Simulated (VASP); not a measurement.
# Se (P3_121) in VASP: notebook

The runs below take Se through equation of state, with LDA.

All numbers are computed with VASP 6.6.1; they aren't measurements. Logs are shortened: lines on timing, memory, paths and dates and some standing lists are left out, and cuts for length are marked.

## Step 1: The structure

The structure is trigonal, space group P3_121 (No. 152). The conventional cell has a = 3.946 Å, b = 3.946 Å, c = 5.123 Å, α = 90.00°, β = 90.00°, γ = 120.00°. Around Se (site symmetry 2) lie 2 Se at 2.45 Å.

## Step 2: Equation of state, LDA, 22.11 Å³/atom (a relaxed cell with its volume scaled by 0.96)

The input, INCAR:

```
PREC = Accurate
ENCUT = 520
EDIFF = 1E-6
ISMEAR = 0
SIGMA = 0.02
LREAL = F
LASPH = T
NELM = 60
ALGO = Normal
ISIF = 2
LWAVE = F
LCHARG = F
```

The input, KPOINTS:

```
Automatic mesh
0
Gamma
  6 6 6
```

The input, POSCAR:

```
Se                                      
1.0
    3.8926078797     -0.0000000000     -0.0000000000
   -1.9463039398      3.3710973108     -0.0000000000
    0.0000000000     -0.0000000000      5.0540315659
  Se            
     3
Direct
     0.7435423972308268    0.7435423972308258    1.0000000000000000
     0.0000000000000008    0.2564576027691741    0.6666666667000030
     0.2564576027691727    0.0000000000000000    0.3333333332999970
```

Potentials or basis: VASP PAW LDA potentials, release 64 (Se).

Run with:

```console
cat potpaw_LDA.64/Se/POTCAR > POTCAR
mpirun -np 1 vasp_std > vasp.out
```

OUTCAR:

```text
PREC = Accurate
   ENCUT = 520
   EDIFF = 1E-6
   ISMEAR = 0
   LREAL = F
   LASPH = T
   NELM = 60
   ISIF = 2

 ion  position               nearest neighbor table
   1  0.744  0.744  0.000-   2 2.41   3 2.41
   2  0.000  0.256  0.667-   1 2.41   3 2.41
   3  0.256  0.000  0.333-   1 2.41   2 2.41

  LATTYP: Found a hexagonal cell.
 ALAT       =     3.8926078797
 C/A-ratio  =     1.2983664736

  Lattice vectors:

 A1 = (   3.8926078797,   0.0000000000,   0.0000000000)
 A2 = (  -1.9463039398,   3.3710973108,   0.0000000000)
 A3 = (   0.0000000000,   0.0000000000,   5.0540315659)

Analysis of symmetry for initial positions (statically):
=====================================================================
 Subroutine PRICEL returns:
 Original cell was already a primitive cell.

 Routine SETGRP: Setting up the symmetry group for a
 hexagonal supercell.

 Subroutine GETGRP returns: Found  6 space group operations
 (whereof  2 operations were pure point group operations)
 out of a pool of 24 trial point group operations.

The static configuration has the point symmetry C_2 .
 The point group associated with its full space group is D_3 .

Analysis of symmetry for dynamics (positions and initial velocities):
=====================================================================
 Subroutine PRICEL returns:
 Original cell was already a primitive cell.

 Routine SETGRP: Setting up the symmetry group for a
 hexagonal supercell.

 Subroutine GETGRP returns: Found  6 space group operations
 (whereof  2 operations were pure point group operations)
 out of a pool of 24 trial point group operations.

The dynamic configuration has the point symmetry C_2 .
 The point group associated with its full space group is D_3 .

 Subroutine INISYM returns: Found  6 space group operations
 (whereof  2 operations are pure point group operations),
 and found     1 'primitive' translations

----------------------------------------------------------------------------------------

                                     Primitive cell

  volume of cell :      66.3208

  direct lattice vectors                    reciprocal lattice vectors
     3.892607880  0.000000000  0.000000000     0.256897183  0.148319658  0.000000000
    -1.946303940  3.371097311  0.000000000     0.000000000  0.296639316  0.000000000
     0.000000000  0.000000000  5.054031566     0.000000000  0.000000000  0.197861843

  length of vectors
     3.892607880  3.892607880  5.054031566     0.296639316  0.296639316  0.197861843

  position of ions in fractional coordinates (direct lattice)
     0.743542397  0.743542397  0.000000000
     0.000000000  0.256457603  0.666666667
     0.256457603  0.000000000  0.333333333

  ion indices of the primitive-cell ions
   primitive index   ion index
                 1           1
                 2           2
                 3           3

----------------------------------------------------------------------------------------

 KPOINTS: Automatic mesh

Automatic generation of k-mesh.
 Grid dimensions read from file:
 generate k-points for:    6    6    6

 Generating k-lattice:

  Cartesian coordinates                     Fractional coordinates (reciprocal lattice)
     0.042816197  0.024719943  0.000000000     0.166666667  0.000000000  0.000000000
     0.000000000  0.049439886  0.000000000     0.000000000  0.166666667  0.000000000
     0.000000000  0.000000000  0.032976974     0.000000000  0.000000000  0.166666667

  Length of vectors
     0.049439886  0.049439886  0.032976974

  Shift w.r.t. Gamma in fractional coordinates (k-lattice)
     0.000000000  0.000000000  0.000000000

 Subroutine IBZKPT returns following result:
 ===========================================

 Found     34 irreducible k-points:

 Following reciprocal coordinates:
            Coordinates               Weight
  0.000000  0.000000  0.000000      1.000000
  0.166667  0.000000  0.000000      6.000000
  0.333333  0.000000  0.000000      6.000000
  0.500000  0.000000  0.000000      3.000000
  0.166667  0.166667  0.000000      6.000000
  0.333333  0.166667  0.000000     12.000000
[... 16 lines left out ...]
  0.500000  0.000000  0.333333      6.000000
  0.166667  0.166667  0.333333     12.000000
 [... further k-points ...]
   k-points           NKPTS =     34   k-points in BZ     NKDIM =     34   number of bands    NBANDS=     13
   number of dos      NEDOS =    301   number of ions     NIONS =      3
   total plane-waves  NPLWV =  36000
   dimension x,y,z NGX =    30 NGY =   30 NGZ =   40
   dimension x,y,z NGXF=    60 NGYF=   60 NGZF=   80
   ions per type =               3
   NGX,Y,Z   is equivalent  to a cutoff of  12.81, 12.81, 13.16 a.u.
   NGXF,Y,Z  is equivalent  to a cutoff of  25.62, 25.62, 26.31 a.u.
 SYSTEM =  unknown system
   PREC   = accura    normal or accurate (medium, high low for compatibility)
   ISTART =      0    job   : 0-new  1-cont  2-samecut
   ICHARG =      2    charge: 1-file 2-atom 10-const
   ISPIN  =      1    spin polarized calculation?
   LNONCOLLINEAR =      F non collinear calculations
   LSORBIT =      F    spin-orbit coupling
   LASPH  =      T    aspherical Exc in radial PAW
   ENCUT  =  520.0 eV  38.22 Ry    6.18 a.u.   7.24  7.24  9.40*2*pi/ulx,y,z
   NELM   =     60;   NELMIN=  2; NELMDL= -5     # of ELM steps
   EDIFF  = 0.1E-05   stopping-criterion for ELM
   LREAL  =      F    real-space projection
   EDIFFG = 0.1E-04   stopping-criterion for IOM
   NSW    =      0    number of steps for IOM
   IBRION =     -1    ionic relax: 0-MD 1-quasi-New 2-CG
   NFREE  =      0    steps in history (QN), initial steepest desc. (CG)
   ISIF   =      2    stress and relaxation
   ISYM   =      2    0-nonsym 1-usesym 2-fastsym
   POTIM  = 0.5000    time-step for ionic-motion
   TEBEG  =    0.0;   TEEND  =   0.0 temperature during run
   PSTRESS=    0.0 pullay stress
   NELECT =      18.0000    total number of electrons
   NUPDOWN=      -1.0000    fix difference up-down
   EMIN   =  10.00;   EMAX   =-10.00  energy-range for DOS
   EFERMI =   0.00;   METHOD = LEGACY
   ISMEAR =     0;   SIGMA  =   0.02  broadening in eV -4-tet -1-fermi 0-gaus
   EFERMI_NEDOS =   21; number of points for ismear=-14 and -15
   IALGO  =     38    algorithm
   IMIX   =      4    mixing-type and parameters
     AMIX     =   0.40;   BMIX     =  1.00
     AMIX_MAG =   1.60;   BMIX_MAG =  1.00
  volume/ion in A,a.u.               =      22.11       149.18
  Fermi-wavevector in a.u.,A,eV,Ry     =   1.059943  2.003001 15.285852  1.123478
  Thomas-Fermi vector in A             =   2.195306
   LORBIT       =      0    0 simple, 1 ext, 2 COOP (PROOUT), +10 PAW based schemes
   GGA     = CA    functional components
   LHFCALC =     F    Hartree Fock is set to
   AEXX    =    0.0000 exact exchange contribution
   IVDW    =     0    specifies the selected vdW correction
   LEPSILON=     F    determine dielectric tensor
   LRPA    =     F    only Hartree local field effects (RPA)
 non-spin polarized calculation
 Gauss-broadening in eV      SIGMA  =   0.02
  energy-cutoff  :      520.00
  volume of cell :       66.32
 maximum number of plane-waves:      1809
 NGX is ok and might be reduce to    30
   NGX = 15   NGY = 15   NGZ = 19

 number of electron      18.0000000 magnetization

 Free energy of the ion-electron system (eV)
  ---------------------------------------------------
  ext. energy  EPLUGINS =         0.00000000
  ---------------------------------------------------
  free energy    TOTEN  =       -12.44721693 eV

  energy without entropy =      -12.44721693  energy(sigma->0) =      -12.44721693

 E-fermi :   5.0732     XC(G=0): -10.1879

 val. band max:        4.9884437413   @ k =   0.3333   0.3333   0.5000
 cond. band min:       5.2737277299   @ k =   0.3333   0.3333   0.5000
 fundamental gap:      0.2852839886
 Fermi energy:         5.0731626938

 k-point     1 :       0.0000    0.0000    0.0000
  band No.  band energies     occupation
      1     -11.7785      2.00000
      2      -7.3500      2.00000
      3      -7.3500      2.00000
      4       1.0032      2.00000
      5       1.4569      2.00000
      6       1.4569      2.00000
      7       2.8400      2.00000
      8       2.8400      2.00000
      9       4.1641      2.00000
     10       6.3202      0.00000
     11       6.3202      0.00000
     12       6.9743      0.00000
     13      11.0449      0.00000

 k-point     2 :       0.1667    0.0000    0.0000
  band No.  band energies     occupation
      1     -11.5504      2.00000
      2      -7.4298      2.00000
      3      -7.2754      2.00000
      4      -0.2453      2.00000
      5       0.6237      2.00000
      6       1.0818      2.00000
      7       3.2804      2.00000
      8       3.7447      2.00000
      9       4.0292      2.00000
     10       6.1044      0.00000
     11       6.2660      0.00000
     12       6.9256      0.00000
     13      10.4516      0.00000

 k-point     3 :       0.3333    0.0000    0.0000
  band No.  band energies     occupation
      1     -10.9632      2.00000
      2      -7.8267      2.00000
      3      -7.1099      2.00000
      4      -1.1585      2.00000
      5      -0.2439      2.00000
      6       0.5303      2.00000
      7       2.0449      2.00000
      8       3.5315      2.00000
      9       3.9339      2.00000
     10       6.2027      0.00000
     11       6.4046      0.00000
     12       8.4266      0.00000
     13       9.1706      0.00000
[... 305 lines left out ...]
 k-point    23 :       0.5000    0.0000    0.3333
  band No.  band energies     occupation
      1     -10.1223      2.00000
      2      -8.9784      2.00000
      3      -6.7790      2.00000
      4      -1.9354      2.00000
      5      -0.3474      2.00000
      6       0.5731      2.00000
      7       2.3783      2.00000
      8       2.6711      2.00000
      9       3.6372      2.00000
     10       6.6527      0.00000
     11       7.3985      0.00000
     12       7.9877      0.00000
     13      10.2665      0.00000

 k-point    24 :       0.1667    0.1667    0.3333
  band No.  band energies     occupation
      1     -10.6472      2.00000
      2      -9.2738      2.00000
      3      -5.9659      2.00000
      4      -0.9021      2.00000
      5      -0.1769      2.00000
      6       0.8888      2.00000
      7       1.8051      2.00000
      8       3.6342      2.00000
      9       4.0711      2.00000
     10       6.1592      0.00000
     11       6.9661      0.00000
     12       7.9252      0.00000
     13      10.4449      0.00000

 [... further k-points ...]

------------------------ aborting loop because EDIFF is reached ----------------------------------------

  FORCE on cell =-STRESS in cart. coord.  units (eV):
  Direction    XX          YY          ZZ          XY          YZ          ZX
  --------------------------------------------------------------------------------------
  -------------------------------------------------------------------------------------
  Total        1.1970484      1.1970484      1.8208567      0.0000000     -0.0000000     -0.0000000
  in kB       28.9182764     28.9182764     43.9882265      0.0000000     -0.0000000     -0.0000000
  external PRESSURE =      33.9415931 kB  Pullay stress =       0.0000000 kB

 VOLUME and BASIS-vectors are now :
 -----------------------------------------------------------------------------
  energy-cutoff  :      520.00
  volume of cell :       66.32
      direct lattice vectors                 reciprocal lattice vectors
     3.892607880  0.000000000  0.000000000     0.256897183  0.148319658  0.000000000
    -1.946303940  3.371097311  0.000000000     0.000000000  0.296639316  0.000000000
     0.000000000  0.000000000  5.054031566     0.000000000  0.000000000  0.197861843

 POSITION                                       TOTAL-FORCE (eV/Angst)
 -----------------------------------------------------------------------------------
      1.44716      2.50655      0.00000        -0.137021     -0.237327      0.000000
     -0.49914      0.86454      3.36935        -0.137021      0.237327      0.000000
      0.99829      0.00000      1.68468         0.274042     -0.000000     -0.000000
 -----------------------------------------------------------------------------------
    total drift:                                0.000001      0.000001     -0.000000

  FREE ENERGIE OF THE ION-ELECTRON SYSTEM (eV)
  ---------------------------------------------------
  free  energy   TOTEN  =       -12.4472169286 eV

  energy  without entropy=      -12.4472169286  energy(sigma->0) =      -12.44721693
```

It took 30 s on 1 thread of Intel Xeon Platinum 8375C at 2.90GHz (Ice Lake), shared host; peak memory 0.16 GiB.

What came out:

| Quantity | Value |
| --- | --- |
| Free energy | -12.4472 eV |
| Pressure | 3.4 GPa |
| Largest force | 0.274 eV/Å |
| Band gap on the k mesh | 0.29 eV, direct |

## Step 3: Equation of state, LDA, 22.57 Å³/atom (a relaxed cell with its volume scaled by 0.98)

INCAR is that of step 2.

KPOINTS is that of step 2.

The input, POSCAR:

```
Se                                      
1.0
    3.9194542996     -0.0000000000     -0.0000000000
   -1.9597271498      3.3943469924     -0.0000000000
    0.0000000000     -0.0000000000      5.0888880575
  Se            
     3
Direct
     0.7435423972308268    0.7435423972308258    1.0000000000000000
     0.0000000000000008    0.2564576027691741    0.6666666667000030
     0.2564576027691727    0.0000000000000000    0.3333333332999970
```

Potentials or basis: VASP PAW LDA potentials, release 64 (Se).

Run with:

```console
cat potpaw_LDA.64/Se/POTCAR > POTCAR
mpirun -np 1 vasp_std > vasp.out
```

It took 35 s on 1 thread of Intel Xeon Platinum 8375C at 2.90GHz (Ice Lake), shared host; peak memory 0.16 GiB.

Results (log left out):

```yaml
Free_energy: -12.4687 eV
Pressure: 1.6 GPa
Largest_force: 0.132 eV/Å
Band_gap_on_the_k_mesh: 0.28 eV, direct
```

## Step 4: Equation of state, LDA, 23.03 Å³/atom

INCAR is that of step 3.

KPOINTS is that of step 3.

The input, POSCAR:

```
Se                                      
1.0
    3.9459379023     -0.0000000000     -0.0000000000
   -1.9729689511      3.4172824651     -0.0000000000
    0.0000000000     -0.0000000000      5.1232734793
  Se            
     3
Direct
     0.7435423972308268    0.7435423972308258    1.0000000000000000
     0.0000000000000008    0.2564576027691741    0.6666666667000030
     0.2564576027691727    0.0000000000000000    0.3333333332999970
```

Run with:

```console
cat potpaw_LDA.64/Se/POTCAR > POTCAR
mpirun -np 1 vasp_std > vasp.out
```

Run time: 41 s. Hardware: 1 thread of Intel Xeon Platinum 8375C at 2.90GHz (Ice Lake), shared host; peak memory 0.16 GiB.

The run converged. Its results:

```
Free energy            : -12.4756 eV
Pressure               : 0.0 GPa
Band gap on the k mesh : 0.27 eV, direct
```

## Step 5: Equation of state, LDA, 23.49 Å³/atom (a relaxed cell with its volume scaled by 1.02)

INCAR is that of step 4.

KPOINTS is that of step 4.

The input, POSCAR:

```
Se                                      
1.0
    3.9720707030     -0.0000000000     -0.0000000000
   -1.9860353515      3.4399141344     -0.0000000000
    0.0000000000     -0.0000000000      5.1572034316
  Se            
     3
Direct
     0.7435423972308268    0.7435423972308258    1.0000000000000000
     0.0000000000000008    0.2564576027691741    0.6666666667000030
     0.2564576027691727    0.0000000000000000    0.3333333332999970
```

Run with:

```console
cat potpaw_LDA.64/Se/POTCAR > POTCAR
mpirun -np 1 vasp_std > vasp.out
```

Run time: 37 s. Hardware: 1 thread of Intel Xeon Platinum 8375C at 2.90GHz (Ice Lake), shared host; peak memory 0.16 GiB.

The run converged. Its results:

```yaml
Free_energy: -12.4695 eV
Pressure: -1.4 GPa
Largest_force: 0.123 eV/Å
Band_gap_on_the_k_mesh: 0.27 eV, direct
```

## Step 6: Equation of state, LDA, 23.95 Å³/atom (a relaxed cell with its volume scaled by 1.04)

INCAR is that of step 5.

KPOINTS is that of step 5.

The input, POSCAR:

```
Se                                      
1.0
    3.9978640926     -0.0000000000     -0.0000000000
   -1.9989320463      3.4622518651     -0.0000000000
    0.0000000000     -0.0000000000      5.1906927039
  Se            
     3
Direct
     0.7435423972308268    0.7435423972308258    1.0000000000000000
     0.0000000000000008    0.2564576027691741    0.6666666667000030
     0.2564576027691727    0.0000000000000000    0.3333333332999970
```

Potentials or basis: VASP PAW LDA potentials, release 64 (Se).

Run with:

```console
cat potpaw_LDA.64/Se/POTCAR > POTCAR
mpirun -np 1 vasp_std > vasp.out
```

It took 26 s on 1 thread of Intel Xeon Platinum 8375C at 2.90GHz (Ice Lake), shared host; peak memory 0.16 GiB.

The run converged. Its results:

```yaml
Free_energy: -12.4516 eV
Pressure: -2.7 GPa
Largest_force: 0.239 eV/Å
Band_gap_on_the_k_mesh: 0.26 eV, direct
```

## Step 7: Equation of state, LDA

No new run: the results of the series are fitted here.

Results:

```yaml
Equilibrium_volume: 23.03 Å³/atom
Bulk_modulus_at_fixed_shape_and_positions: 76 GPa
Pressure_derivative_of_the_bulk_modulus: "4.4 (rough: it moves with the points fitted)"
```

Energy against volume, from the lowest point:
```csv
volume (Å³/atom),energy (meV/atom)
22.107,9.47
22.568,2.31
23.028,0.00
23.489,2.05
23.949,8.00
```

Caveat: the cell was scaled at fixed shape and fractional positions, which overstates the stiffness of a crystal with free parameters, most of all of layers and chains.
